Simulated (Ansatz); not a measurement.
Crystal: Ni.

```xyz
1
Lattice="0.0000 1.7376 1.7376 1.7376 0.0000 1.7376 1.7376 1.7376 0.0000" Properties=species:S:1:pos:R:3 pbc="T T T"
Ni    0.0000    0.0000    0.0000
```

Alike in all runs: program Ansatz 0.2.0; functional PBE; potentials or basis Ansatz PAW; cutoff 420 eV (not typed: the program's choice for these potentials); k mesh 11 × 11 × 11; occupations fermi-dirac, width 0.05 eV.

Starts and where they ended:

| start | free energy over the lowest (meV/atom) | net moment (μB) | site or absolute moments (μB) | gap |
| --- | --- | --- | --- | --- |
| collinear spin, ferromagnetic start of up to 1.2 μB; fixed moment 1.2 | 244.0 | 1.20 | Ni +1.18 | - |
| collinear spin, ferromagnetic start of up to 0.2 μB; fixed moment 0.2 | 37.6 | 0.20 | Ni +0.21 | - |
| collinear spin, ferromagnetic start of up to 1.5 μB; fixed moment 1.5 | 606.8 | 1.50 | Ni +1.42 | - |
| collinear spin, ferromagnetic start of up to 2 μB; fixed moment 2 | 1755.8 | 2.00 | Ni +1.80 | - |
| collinear spin, ferromagnetic start of up to 0.8 μB; fixed moment 0.8 | 17.8 | 0.80 | Ni +0.83 | - |
| collinear spin, ferromagnetic start of up to 1 μB; fixed moment 1 | 87.7 | 1.00 | Ni +1.01 | - |
| collinear spin, program default start; fixed moment 0 | 45.3 | 0.00 | - | - |
| collinear spin, ferromagnetic start of up to 0.5 μB; fixed moment 0.5 | 0.0 | 0.50 | Ni +0.53 | - |

All polarised runs hold their moment fixed, so the table maps the energy against it. A still lower state may exist.

Caveats: the total moment is fixed, so each spin has its own Fermi level.
